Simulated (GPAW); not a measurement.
# Ge (P-1) in GPAW: convergence with k mesh

Aim: find how far k mesh must go before the results for Ge settle, at LDA. This setting moves, with any that are tied to it; all else stays.

Program: GPAW 26.7.0. These are calculated values, not measurements. Logs are shortened: lines on timing, memory, paths and dates and some standing lists are left out, and cuts for length are marked. The log counts tension as positive stress, the text compression.

### 1 The cell of the first run

The typed cell holds 2 atoms: a = 4.090 Å, b = 4.090 Å, c = 3.327 Å, α = 90.00°, β = 90.00°, γ = 120.00°.

The cell was built by a generator and needn't be a form met in nature.

The cell isn't the ideal one: atoms moved at random, drawn with an rms of 0.1 Å.

### 2 With k mesh 2 × 2 × 2

The input, run.py:

```python
from ase.dft.bandgap import bandgap
from ase.io import read, write
from ase.units import GPa
from gpaw import GPAW, PW

atoms = read('POSCAR')

calc = GPAW(mode=PW(600),
            xc='LDA',
            kpts={'size': (2, 2, 2), 'gamma': True},
            occupations={'name': 'fermi-dirac', 'width': 0.05},
            nbands=11,
            convergence={'density': 1e-05, 'energy': 1e-05},
            maxiter=100,
            txt='gpaw.txt')
atoms.calc = calc
energy = atoms.get_potential_energy()
forces = atoms.get_forces()
stress = atoms.get_stress()
calc.write('gs.gpw')
write('result.traj', atoms)
print(f'Energy: {energy:.6f} eV')
print('Forces (eV/A):')
print(forces.round(4))
print('Stress (GPa):', (stress / GPa).round(3))
print('Fermi level:', round(calc.get_fermi_level(), 4), 'eV')
print(f'Gap: {bandgap(calc)[0]:.4f} eV, direct: {bandgap(calc, direct=True)[0]:.4f} eV')
```

The input, POSCAR:

```
Ge
1.0
    4.0904091952      0.0000000000      0.0000000000
   -2.0452045976      3.5423982749      0.0000000000
    0.0000000000      0.0000000000      3.3265800000
Ge
2
Direct
    0.6827060000      0.3373210000      0.1399020000
    0.3174900000      0.6604100000      0.8481450000
```

Potentials or basis: the program's PAW data sets (release 1.2.1) made for this functional, pw.

Launch:

```console
> OMP_NUM_THREADS=1 python run.py
```

gpaw.txt:

```text
__  _  _
 | _ |_)|_||  |
 |__||  | ||/\| - 26.7.0

Input parameters:
  mode=PW(ecut=600.0),
  convergence={'density': 1e-05, 'energy': 1e-05},
  kpts=MonkhorstPack(size=(2, 2, 2), gamma=True),
  maxiter=100,
  nbands=11,
  occupations=Occupations(name='fermi-dirac', width=0.05),
  xc=XC(name='LDA')

Diagonalizing LCAO Hamiltonian
Converting LCAO to pw mode

        Ge

            Ge

Atoms  # Å, Bohr magnetons
|   | symbol |         x |        y |        z |    initial magnetic moments |
|---|--------|-----------|----------|----------|-----------------------------|
| 0 |     Ge |  2.102656 | 1.194925 | 0.465395 | ( 0.0000,  0.0000,  0.0000) |
| 1 |     Ge | -0.052010 | 2.339435 | 2.821422 | ( 0.0000,  0.0000,  0.0000) |

Unit cell  # Å
| periodic |         x |        y |        z |  lengths |     angles |
|----------|-----------|----------|----------|----------|------------|
|      yes |  4.090409 | 0.000000 | 0.000000 | 4.090409 |  90.000000 |
|      yes | -2.045205 | 3.542398 | 0.000000 | 4.090409 |  90.000000 |
|      yes |  0.000000 | 0.000000 | 3.326580 | 3.326580 | 120.000000 |

Number of symmetries: 1
Symmetry operations  # r_c * U_cc + t_c -> r_c
|   | kind |            matrix            |
|---|------|------------------------------|
| 0 |  E   |  1, 0, 0,  0, 1, 0,  0, 0, 1 |

BZ-sampling:
  Number of BZ points: 8
  Number of IBZ points: 8

  Monkhorst-Pack size: [2, 2, 2]
  Monkhorst-Pack shift: [0.25, 0.25, 0.25]

K-points  # in reciprocal-cell coordinates
|   |                                coordinates |     weight |
|---|--------------------------------------------|------------|
| 0 | (  0.00000000,   0.00000000,   0.00000000) | 0.12500000 |
| 1 | (  0.00000000,   0.00000000,   0.50000000) | 0.12500000 |
| 2 | (  0.00000000,   0.50000000,   0.00000000) | 0.12500000 |
| 3 | (  0.00000000,   0.50000000,   0.50000000) | 0.12500000 |
| 4 | (  0.50000000,   0.00000000,   0.00000000) | 0.12500000 |
| 5 | (  0.50000000,   0.00000000,   0.50000000) | 0.12500000 |
| 6 | (  0.50000000,   0.50000000,   0.00000000) | 0.12500000 |
| 7 | (  0.50000000,   0.50000000,   0.50000000) | 0.12500000 |

Plane wave coefficients: 1639
Cutoff: 600.0 eV

Spin-components: 1 (collinear spins)
Bands:           11
Projectors:      10
Spin-degeneracy: 2
Datatype:        complex128

Parallelization:
  kpt:    1
  domain: 1
  band:   1

Density:
  Valence electrons: 8.0
  Components: 1
  Grid points: [24 24 20]
  Charge: 0.0  # |e|

Potential:
  Grid points: [24 24 20]

species:
  Ge:
    name:    Germanium
    Z:       32.0
    valence: 4
    core:    28
    charge:  0.0  # [|e|]
    compensation charges:
      type: gauss
      rc: 0.32  # [Å]
      lmax: 2
    cutoffs:
      filter: 1.77  # [Å]
      core: 3.42  # [Å]
    projectors
    | kind |    occ | energy [eV] | rcut [Å] |
    |------|--------|-------------|----------|
    |   4s |  2.000 |     -11.940 |    1.005 |
    |   4p |  2.000 |      -4.047 |    1.005 |
    |    s |        |      15.272 |    1.005 |
    |    p |        |      23.164 |    1.005 |
    |    d |        |       0.000 |    1.005 |

    Using partial waves for Ge as LCAO basis

Reference energy: -114035.635429  # eV

eigensolver:
  PPCG
  Converge bands: occupied
  niter=2

density mixing:
  MSR1-Mixer
  Pratt-step length: 0.05
  Maximum mixing coefficient: 0.75
  Old densities: 10
  SVD Regularization: 0.005
  Good broyden scale: 1.0
  Trust region scale: 1.0
  Backstep threshold: 4.0
  History deletion threshold: 6.0
  Fourier metric: weight=20.0, sigma=0.015

occupation numbers:
  Fermi-Dirac:
    width: 0.0500  # eV

poisson solver:
  ecut: 4800.0  # eV

xc functional:
  name: None

convergence criteria:
- Maximum integral of absolute [dens]ity change: 1e-05 electrons / valence electron
- Maximum [total energy] change in last 3 cyles: 1e-05 eV / valence electron
- Maximum integral of absolute [eigenst]ate change: 4e-08 eV^2 / valence electron
maximum number of iterations: 100

SCF iterations
|iter     | |      energy | eigst |  dens |
|---------|-|-------------|-------|-------|
|iter:   1| |   -9.486693 | -0.45 |       |
|iter:   2| |   -9.483262 | -2.87 | -1.09 |
|iter:   3| |   -9.444537 | -3.11 | -1.11 |
|iter:   4| |   -9.441730 | -3.97 | -1.68 |
|iter:   5| |   -9.441748 | -5.45 | -2.75 |
|iter:   6| |   -9.441750c| -6.87 | -3.24 |
|iter:   7| |   -9.441750c| -7.82c| -4.04 |
|iter:   8| |   -9.441750c| -8.51c| -4.96 |
|iter:   9| |   -9.441750c| -9.23c| -5.48c|

Converged in 9 steps
Energy contributions relative to reference atoms: (reference = -114035.635429)

Energy contributions:
  Kinetic:          13.808630
  Coulomb:         -13.304884
  Zero:             -0.004424
  External:          0.000000
  Xc:               -9.939018
  Entropy:          -0.004108
  Spinorbit:         0.000000
  ----------------------------
  Free energy:      -9.443804
  Extrapolated:     -9.441750

dipole moment: (0.014432, -0.020427, -0.395765)  # |e|*Ang

Fermi level: 4.523
Eigenvalues  # (at kpt = [0.000, 0.000, 0.000])
| band index |      eig [eV] | occ [0-2] |
|------------|---------------|-----------|
|          0 |        -7.133 |     2.000 |
|          1 |         2.112 |     2.000 |
|          2 |         3.454 |     2.000 |
|          3 |         4.173 |     1.998 |
|          4 |         7.058 |     0.000 |
|          5 |         7.378 |     0.000 |
|          6 |         8.084 |     0.000 |
|          7 |         8.292 |     0.000 |
|          8 |        11.487 |     0.000 |
|          9 |        16.710 |     0.000 |
|         10 |        18.359 |     0.000 |

No gap
No difference between direct/indirect transitions

Forces  # eV/Ang
|        x |        y |        z |
|----------|----------|----------|
| -0.61960 | -0.12426 |  0.40552 |  # Ge   0
|  0.61960 |  0.12426 | -0.40551 |  # Ge   1

Stress tensor  # eV/Ang^3
|         x |         y |        z |
|-----------|-----------|----------|
| -0.056041 | -0.042122 | 0.014708 |
| -0.042122 | -0.016367 | 0.005428 |
|  0.014708 |  0.005428 | 0.164449 |

# Writing to gs.gpw (mode='')
```

stdout:

```text
Energy: -9.441750 eV
Forces (eV/A):
[[-0.6196 -0.1243  0.4055]
 [ 0.6196  0.1243 -0.4055]]
Stress (GPa): [-8.979 -2.622 26.348  0.87   2.356 -6.749]
Fermi level: 4.523 eV
Gap: 0.0000 eV, direct: 0.0000 eV
```

Wall time 2.4 s (1 thread of Intel Xeon 6975P-C (Granite Rapids), shared host); peak memory 0.13 GiB.

What came out:

```yaml
Free_energy: -9.4438 eV
Pressure: -4.9 GPa
Largest_force: 0.751 eV/Å
Band_gap_on_the_k_mesh: none (metal or under the smearing width)
```

### 3 With k mesh 3 × 3 × 3

Edit run.py of step 2 so:

```diff
@@ -9,3 +9,3 @@
             xc='LDA',
-            kpts={'size': (2, 2, 2), 'gamma': True},
+            kpts={'size': (3, 3, 3), 'gamma': True},
             occupations={'name': 'fermi-dirac', 'width': 0.05},
```

POSCAR is that of step 2.

Potentials or basis: the program's PAW data sets (release 1.2.1) made for this functional, pw.

Launch:

```console
> OMP_NUM_THREADS=1 python run.py
```

Run time: 3.3 s. Hardware: 1 thread of Intel Xeon 6975P-C (Granite Rapids), shared host; peak memory 0.14 GiB.

Results:

```
Free energy            : -9.3734 eV
Pressure               : -4.1 GPa
Largest force          : 0.431 eV/Å
Band gap on the k mesh : none (metal or under the smearing width)
```

### 4 With k mesh 3 × 3 × 4

Edit run.py of step 3 so:

```diff
@@ -9,3 +9,3 @@
             xc='LDA',
-            kpts={'size': (3, 3, 3), 'gamma': True},
+            kpts={'size': (3, 3, 4), 'gamma': True},
             occupations={'name': 'fermi-dirac', 'width': 0.05},
```

POSCAR is that of step 3.

Launch:

```console
> OMP_NUM_THREADS=1 python run.py
```

It took 4.2 s on 1 thread of Intel Xeon 6975P-C (Granite Rapids), shared host; peak memory 0.14 GiB.

Results:

```yaml
Free_energy: -9.3178 eV
Pressure: -4.4 GPa
Largest_force: 0.183 eV/Å
Band_gap_on_the_k_mesh: none (metal or under the smearing width)
```

### 5 With k mesh 4 × 4 × 4

Edit run.py of step 4 so:

```diff
@@ -9,3 +9,3 @@
             xc='LDA',
-            kpts={'size': (3, 3, 4), 'gamma': True},
+            kpts={'size': (4, 4, 4), 'gamma': True},
             occupations={'name': 'fermi-dirac', 'width': 0.05},
```

POSCAR is that of step 4.

Launch:

```console
> OMP_NUM_THREADS=1 python run.py
```

It took 6.2 s on 1 thread of Intel Xeon 6975P-C (Granite Rapids), shared host; peak memory 0.15 GiB.

The run converged. Its results:

```
Free energy            : -9.5914 eV
Pressure               : -5.1 GPa
Largest force          : 0.645 eV/Å
Band gap on the k mesh : none (metal or under the smearing width)
```

### 6 With k mesh 5 × 5 × 5

Edit run.py of step 5 so:

```diff
@@ -9,3 +9,3 @@
             xc='LDA',
-            kpts={'size': (4, 4, 4), 'gamma': True},
+            kpts={'size': (5, 5, 5), 'gamma': True},
             occupations={'name': 'fermi-dirac', 'width': 0.05},
```

POSCAR is that of step 5.

Potentials or basis: the program's PAW data sets (release 1.2.1) made for this functional, pw.

Launch:

```console
> OMP_NUM_THREADS=1 python run.py
```

Run time: 8.7 s. Hardware: 1 thread of Intel Xeon 6975P-C (Granite Rapids), shared host; peak memory 0.16 GiB.

Results (log left out):

```
Free energy            : -9.6177 eV
Pressure               : -5.8 GPa
Largest force          : 0.687 eV/Å
Band gap on the k mesh : none (metal or under the smearing width)
```

### 7 With k mesh 6 × 6 × 6

Edit run.py of step 6 so:

```diff
@@ -9,3 +9,3 @@
             xc='LDA',
-            kpts={'size': (5, 5, 5), 'gamma': True},
+            kpts={'size': (6, 6, 6), 'gamma': True},
             occupations={'name': 'fermi-dirac', 'width': 0.05},
```

POSCAR is that of step 6.

Launch:

```console
> OMP_NUM_THREADS=1 python run.py
```

It took 15 s on 1 thread of Intel Xeon 6975P-C (Granite Rapids), shared host; peak memory 0.19 GiB.

It converged, with:

| Quantity | Value |
| --- | --- |
| Free energy | -9.6040 eV |
| Pressure | -5.7 GPa |
| Largest force | 0.832 eV/Å |
| Band gap on the k mesh | none (metal or under the smearing width) |

### 8 With k mesh 7 × 7 × 7

Edit run.py of step 7 so:

```diff
@@ -9,3 +9,3 @@
             xc='LDA',
-            kpts={'size': (6, 6, 6), 'gamma': True},
+            kpts={'size': (7, 7, 7), 'gamma': True},
             occupations={'name': 'fermi-dirac', 'width': 0.05},
```

POSCAR is that of step 7.

Launch:

```console
> OMP_NUM_THREADS=1 python run.py
```

Wall time 22 s (1 thread of Intel Xeon 6975P-C (Granite Rapids), shared host); peak memory 0.23 GiB.

Results (log left out):

* Free energy: -9.6149 eV
* Pressure: -5.4 GPa
* Largest force: 0.721 eV/Å
* Band gap on the k mesh: none (metal or under the smearing width)

### 9 With k mesh 8 × 8 × 9

Edit run.py of step 8 so:

```diff
@@ -9,3 +9,3 @@
             xc='LDA',
-            kpts={'size': (7, 7, 7), 'gamma': True},
+            kpts={'size': (8, 8, 9), 'gamma': True},
             occupations={'name': 'fermi-dirac', 'width': 0.05},
```

POSCAR is that of step 8.

Potentials or basis: the program's PAW data sets (release 1.2.1) made for this functional, pw.

Launch:

```console
> OMP_NUM_THREADS=1 python run.py
```

Wall time 39 s (1 thread of Intel Xeon 6975P-C (Granite Rapids), shared host); peak memory 0.3 GiB.

Results (log left out):

```yaml
Free_energy: -9.6486 eV
Pressure: -5.7 GPa
Largest_force: 0.800 eV/Å
Band_gap_on_the_k_mesh: none (metal or under the smearing width)
```

### 10 Result

| k mesh | energy less the tightest run, at zero smearing (meV/atom) | pressure (GPa) | largest force (eV/Å) | SCF cycles | CPU time (s) | peak memory (GiB) |
| --- | --- | --- | --- | --- | --- | --- |
| 2 × 2 × 2 | 102.05 | -4.92 | 0.751 | 9 | 2.4 | 0.13 |
| 3 × 3 × 3 | 140.20 | -4.10 | 0.431 | 9 | 3.3 | 0.14 |
| 3 × 3 × 4 | 168.01 | -4.44 | 0.183 | 9 | 4.2 | 0.14 |
| 4 × 4 × 4 | 30.27 | -5.06 | 0.645 | 9 | 6.2 | 0.15 |
| 5 × 5 × 5 | 16.86 | -5.79 | 0.687 | 9 | 8.7 | 0.16 |
| 6 × 6 × 6 | 23.09 | -5.72 | 0.832 | 9 | 15 | 0.19 |
| 7 × 7 × 7 | 18.04 | -5.39 | 0.721 | 9 | 22 | 0.23 |
| 8 × 8 × 9 | 0.00 | -5.67 | 0.800 | 9 | 39 | 0.3 |

Not settled before the last step: the energy (to 1 meV/atom), the pressure (to 0.1 GPa), the largest force (to 0.005 eV/Å). Meshes of other sizes hit other points, so gaps and Fermi surfaces needn't settle smoothly. The tightest run that finished is the yardstick and may itself not be fully converged.
